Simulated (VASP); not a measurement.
Set up this calculation in VASP 6.6.1, as the native input.

- Task: single point
- Functional: PBE
- Potentials or basis: VASP PAW PBE potentials, release 64 (Co, Si)
- Cutoff: 520 eV
- k mesh: 14 × 14 × 14
- Occupations: gaussian, width 0.1 eV
- Spin: no spin polarisation
- Dipole correction: no
- Further INCAR settings: ALGO = Fast; EDIFF = 1e-06; NBANDS = 16

The structure of CoSi2 lies in POSCAR:

```
CoSi2
1.0
    0.0000000000      2.6252141765      2.6252141765
    2.6252141765      0.0000000000      2.6252141765
    2.6252141765      2.6252141765      0.0000000000
Co Si
1 2
Direct
    0.0000000000      0.0000000000      0.0000000000
    0.2500000000      0.2500000000      0.2500000000
    0.7500000000      0.7500000000      0.7500000000
```

The input as run:

INCAR

```
  PREC = Accurate
  ENCUT = 520
  EDIFF = 1E-6
  ISMEAR = 0
  SIGMA = 0.1
  LREAL = F
  LASPH = T
  NELM = 60
  ALGO = Fast
  ISIF = 2
  LWAVE = F
  LCHARG = F
  GGA = PE
  NBANDS = 16
```

KPOINTS

```
regular mesh
0
Gamma
  14 14 14
```

Potentials or basis: VASP PAW PBE potentials, release 64 (Co, Si).

Command:

```sh
$ cat potpaw_PBE.64/Co/POTCAR potpaw_PBE.64/Si/POTCAR > POTCAR
$ mpirun -np 1 vasp_std > vasp.out
```

It gave:

| Quantity | Value |
| --- | --- |
| Pressure | 12.8 GPa |
| Band gap on the k mesh | none (metal or under the smearing width) |

Wall time 75 s on 1 thread of Intel(R) Xeon(R) Platinum 8375C CPU @ 2.90GHz (Ice Lake), with other jobs on the host, peak memory 0.19 GiB.
